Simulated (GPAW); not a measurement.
# Al (P-1) in GPAW: convergence with convergence criteria

Aim: find how far convergence criteria must go before the results for Al settle, at PBE. This setting moves, with any that are tied to it; all else stays.

Program: GPAW 26.7.0. These are calculated values, not measurements. Logs are shortened: lines on timing, memory, paths and dates and some standing lists are left out, and cuts for length are marked. The log counts tension as positive stress, the text compression.

## (1) The crystal as given

The typed cell holds 1 atom: a = 2.824 Å, b = 2.645 Å, c = 2.800 Å, α = 110.77°, β = 108.30°, γ = 109.45°.

This isn't the form of Al at room conditions, which is fcc.

## (2) With convergence criteria density=0.001 energy=0.01 eigenstates=0.0001

run.py

```python
from ase.dft.bandgap import bandgap
from ase.io import read, write
from ase.units import GPa
from gpaw import GPAW, PW

atoms = read('POSCAR')

calc = GPAW(mode=PW(600),
            xc='PBE',
            kpts={'size': (7, 8, 7), 'gamma': True},
            occupations={'name': 'fermi-dirac', 'width': 0.05},
            nbands=7,
            convergence={'density': 0.001, 'energy': 0.01, 'eigenstates': 0.0001},
            maxiter=100,
            txt='gpaw.txt')
atoms.calc = calc
energy = atoms.get_potential_energy()
forces = atoms.get_forces()
stress = atoms.get_stress()
calc.write('gs.gpw')
write('result.traj', atoms)
print(f'Energy: {energy:.6f} eV')
print('Forces (eV/A):')
print(forces.round(4))
print('Stress (GPa):', (stress / GPa).round(3))
print('Fermi level:', round(calc.get_fermi_level(), 4), 'eV')
print(f'Gap: {bandgap(calc)[0]:.4f} eV, direct: {bandgap(calc, direct=True)[0]:.4f} eV')
```

POSCAR

```
Al
1.0
   -1.5759003900      1.6569236100      1.6579838500
    1.4794763400     -1.5976414500      1.5022776300
    1.6144548200      1.6361958800     -1.5987016800
Al
1
Direct
    0.0000000000      0.0000000000      0.0000000000
```

Potentials or basis: GPAW PAW data sets (gpaw-data 1.2.1), pw.

Run with:

```
$ OMP_NUM_THREADS=1 python run.py
```

gpaw.txt:

```text
__  _  _
 | _ |_)|_||  |
 |__||  | ||/\| - 26.7.0

Input parameters:
  mode=PW(ecut=600.0),
  convergence={'density': 0.001, 'energy': 0.01, 'eigenstates': 0.0001},
  kpts=MonkhorstPack(size=(7, 8, 7), gamma=True),
  maxiter=100,
  nbands=7,
  occupations=Occupations(name='fermi-dirac', width=0.05),
  xc=XC(name='PBE')

Diagonalizing LCAO Hamiltonian
Converting LCAO to pw mode

       Al

Atoms  # Å, Bohr magnetons
|   | symbol |        x |        y |        z |    initial magnetic moments |
|---|--------|----------|----------|----------|-----------------------------|
| 0 |     Al | 0.000000 | 0.000000 | 0.000000 | ( 0.0000,  0.0000,  0.0000) |

Unit cell  # Å
| periodic |         x |         y |         z |  lengths |     angles |
|----------|-----------|-----------|-----------|----------|------------|
|      yes | -1.575900 |  1.656924 |  1.657984 | 2.824494 | 110.774947 |
|      yes |  1.479476 | -1.597641 |  1.502278 | 2.645401 | 108.304896 |
|      yes |  1.614455 |  1.636196 | -1.598702 | 2.799901 | 109.449141 |

Number of symmetries: 2
Symmetry operations  # r_c * U_cc + t_c -> r_c
|   | kind |            matrix            |
|---|------|------------------------------|
| 0 |  E   |  1, 0, 0,  0, 1, 0,  0, 0, 1 |
| 1 |  i   | -1, 0, 0,  0,-1, 0,  0, 0,-1 |

BZ-sampling:
  Number of BZ points: 392
  Number of IBZ points: 197

  Monkhorst-Pack size: [7, 8, 7]
  Monkhorst-Pack shift: [0.0, 0.0625, 0.0]

K-points  # in reciprocal-cell coordinates
|     |                                coordinates |     weight |
|-----|--------------------------------------------|------------|
|   0 | (  0.00000000,   0.00000000,   0.00000000) | 0.00255102 |
|   1 | (  0.00000000,   0.00000000,   0.14285714) | 0.00510204 |
|   2 | (  0.00000000,   0.00000000,   0.28571429) | 0.00510204 |
|   3 | (  0.00000000,   0.00000000,   0.42857143) | 0.00510204 |
|   4 | (  0.00000000,   0.12500000,  -0.42857143) | 0.00510204 |
|   5 | (  0.00000000,   0.12500000,  -0.28571429) | 0.00510204 |
|   6 | (  0.00000000,   0.12500000,  -0.14285714) | 0.00510204 |
|   7 | (  0.00000000,   0.12500000,   0.00000000) | 0.00510204 |
|   8 | (  0.00000000,   0.12500000,   0.14285714) | 0.00510204 |
|   9 | (  0.00000000,   0.12500000,   0.28571429) | 0.00510204 |
| ... |                                            |            |
| 196 | (  0.42857143,   0.50000000,   0.42857143) | 0.00510204 |

Plane wave coefficients: 548
Cutoff: 600.0 eV

Spin-components: 1 (collinear spins)
Bands:           7
Projectors:      5
Spin-degeneracy: 2
Datatype:        complex128

Parallelization:
  kpt:    1
  domain: 1
  band:   1

Density:
  Valence electrons: 3.0
  Components: 1
  Grid points: [16 15 16]
  Charge: 0.0  # |e|

Potential:
  Grid points: [16 15 16]

species:
  Al:
    name:    Aluminium
    Z:       13.0
    valence: 3
    core:    10
    charge:  0.0  # [|e|]
    compensation charges:
      type: gauss
      rc: 0.34  # [Å]
      lmax: 2
    cutoffs:
      filter: 1.91  # [Å]
      core: 2.36  # [Å]
    projectors
    | kind |    occ | energy [eV] | rcut [Å] |
    |------|--------|-------------|----------|
    |   3s |  2.000 |      -7.753 |    1.085 |
    |   3p |  1.000 |      -2.712 |    1.085 |
    |    s |        |      19.459 |    1.085 |
    |    p |        |      24.499 |    1.085 |
    |    d |        |       0.000 |    1.085 |

    Using partial waves for Al as LCAO basis

Reference energy: -6603.423265  # eV

eigensolver:
  PPCG
  Converge bands: occupied
  niter=2

density mixing:
  MSR1-Mixer
  Pratt-step length: 0.05
  Maximum mixing coefficient: 0.75
  Old densities: 10
  SVD Regularization: 0.005
  Good broyden scale: 1.0
  Trust region scale: 1.0
  Backstep threshold: 4.0
  History deletion threshold: 6.0
  Fourier metric: weight=20.0, sigma=0.015

occupation numbers:
  Fermi-Dirac:
    width: 0.0500  # eV

poisson solver:
  ecut: 4800.0  # eV

xc functional:
  name: PBE with 2 nearest neighbor stencil

convergence criteria:
- Maximum integral of absolute [dens]ity change: 0.001 electrons / valence electron
- Maximum [total energy] change in last 3 cyles: 0.01 eV / valence electron
- Maximum integral of absolute [eigenst]ate change: 0.0001 eV^2 / valence electron
maximum number of iterations: 100

SCF iterations
|iter     | |      energy | eigst |  dens |
|---------|-|-------------|-------|-------|
|iter:   1| |   -3.642124 | -0.22 |       |
|iter:   2| |   -3.642296 | -3.38 | -1.00 |
|iter:   3| |   -3.641336c| -3.27 | -1.02 |
|iter:   4| |   -3.641773c| -3.90 | -1.58 |
|iter:   5| |   -3.641792c| -4.96c| -2.83 |
|iter:   6| |   -3.641795c| -5.21c| -3.23c|

Converged in 6 steps
Energy contributions relative to reference atoms: (reference = -6603.423265)

Energy contributions:
  Kinetic:           5.567360
  Coulomb:          -3.290427
  Zero:             -0.008157
  External:          0.000000
  Xc:               -5.909670
  Entropy:          -0.001802
  Spinorbit:         0.000000
  ----------------------------
  Free energy:      -3.642696
  Extrapolated:     -3.641795

dipole moment: (-2.606166, -2.910809, -2.680897)  # |e|*Ang

Fermi level: 7.325
Eigenvalues  # (at kpt = [0.000, 0.000, 0.000])
| band index |      eig [eV] | occ [0-2] |
|------------|---------------|-----------|
|          0 |        -3.904 |     2.000 |
|          1 |        19.904 |     0.000 |
|          2 |        20.774 |     0.000 |
|          3 |        21.283 |     0.000 |
|          4 |        21.425 |     0.000 |
|          5 |        21.930 |     0.000 |
|          6 |        23.453 |     0.000 |

No gap
No difference between direct/indirect transitions

Forces  # eV/Ang
|       x |       y |       z |
|---------|---------|---------|
| 0.00000 | 0.00000 | 0.00000 |  # Al   0

Stress tensor  # eV/Ang^3
|         x |         y |         z |
|-----------|-----------|-----------|
| -0.032030 |  0.003955 | -0.008905 |
|  0.003955 | -0.044349 |  0.014112 |
| -0.008905 |  0.014112 | -0.016612 |

# Writing to gs.gpw (mode='')
```

It took 9.2 s on 1 thread of Arm Neoverse V1, shared host; peak memory 0.14 GiB.

Results:

```
Free energy            : -3.6427 eV
Pressure               : 5.0 GPa
Band gap on the k mesh : none (metal or under the smearing width)
```

## (3) With convergence criteria default

run.py, as its differences from that of step 2:

```diff
@@ -12,3 +12,2 @@
             nbands=7,
-            convergence={'density': 0.001, 'energy': 0.01, 'eigenstates': 0.0001},
             maxiter=100,
```

POSCAR is that of step 2.

Potentials or basis: GPAW PAW data sets (gpaw-data 1.2.1), pw.

Run with:

```
$ OMP_NUM_THREADS=1 python run.py
```

It took 11 s on 1 thread of Arm Neoverse V1, shared host; peak memory 0.14 GiB.

It converged, with:

* Free energy: -3.6427 eV
* Pressure: 5.0 GPa
* Band gap on the k mesh: none (metal or under the smearing width)

## (4) With convergence criteria density=1e-05 energy=1e-05

run.py, as its differences from that of step 3:

```diff
@@ -12,2 +12,3 @@
             nbands=7,
+            convergence={'density': 1e-05, 'energy': 1e-05},
             maxiter=100,
```

POSCAR is that of step 3.

Run with:

```
$ OMP_NUM_THREADS=1 python run.py
```

It took 12 s on 1 thread of Arm Neoverse V1, shared host; peak memory 0.14 GiB.

It converged, with:

| Property | Result |
| --- | --- |
| Free energy | -3.6427 eV |
| Pressure | 5.0 GPa |
| Band gap on the k mesh | none (metal or under the smearing width) |

## (5) With convergence criteria density=1e-05 forces=0.0001

run.py, as its differences from that of step 4:

```diff
@@ -12,3 +12,3 @@
             nbands=7,
-            convergence={'density': 1e-05, 'energy': 1e-05},
+            convergence={'density': 1e-05, 'forces': 0.0001},
             maxiter=100,
```

POSCAR is that of step 4.

Run with:

```
$ OMP_NUM_THREADS=1 python run.py
```

It took 13 s on 1 thread of Arm Neoverse V1, shared host; peak memory 0.14 GiB.

Results (log left out):

- Free energy: -3.6427 eV
- Pressure: 5.0 GPa
- Band gap on the k mesh: none (metal or under the smearing width)

## (6) With convergence criteria density=1e-06 energy=1e-06 eigenstates=1e-10

run.py, as its differences from that of step 5:

```diff
@@ -12,3 +12,3 @@
             nbands=7,
-            convergence={'density': 1e-05, 'forces': 0.0001},
+            convergence={'density': 1e-06, 'energy': 1e-06, 'eigenstates': 1e-10},
             maxiter=100,
```

POSCAR is that of step 5.

Potentials or basis: GPAW PAW data sets (gpaw-data 1.2.1), pw.

Run with:

```
$ OMP_NUM_THREADS=1 python run.py
```

Run time: 14 s. Hardware: 1 thread of Arm Neoverse V1, shared host; peak memory 0.14 GiB.

It converged, with:

| Item | Value |
| --- | --- |
| Free energy | -3.6427 eV |
| Pressure | 5.0 GPa |
| Band gap on the k mesh | none (metal or under the smearing width) |

## (7) Summary

| convergence criteria | energy less the tightest run, at zero smearing (meV/atom) | SCF cycles | CPU time (s) | peak memory (GiB) |
| --- | --- | --- | --- | --- |
| density=0.001 energy=0.01 eigenstates=0.0001 | 0.00 | 6 | 9.2 | 0.14 |
| default | 0.00 | 7 | 11 | 0.14 |
| density=1e-05 energy=1e-05 | 0.00 | 8 | 12 | 0.14 |
| density=1e-05 forces=0.0001 | 0.00 | 9 | 13 | 0.14 |
| density=1e-06 energy=1e-06 eigenstates=1e-10 | 0.00 | 9 | 14 | 0.14 |

Against the tightest run, the energy stays within 1 meV/atom from density=0.001 energy=0.01 eigenstates=0.0001 on. The tightest run that finished is the yardstick and may itself not be fully converged.

Caveats: all runs use coarse meshes.
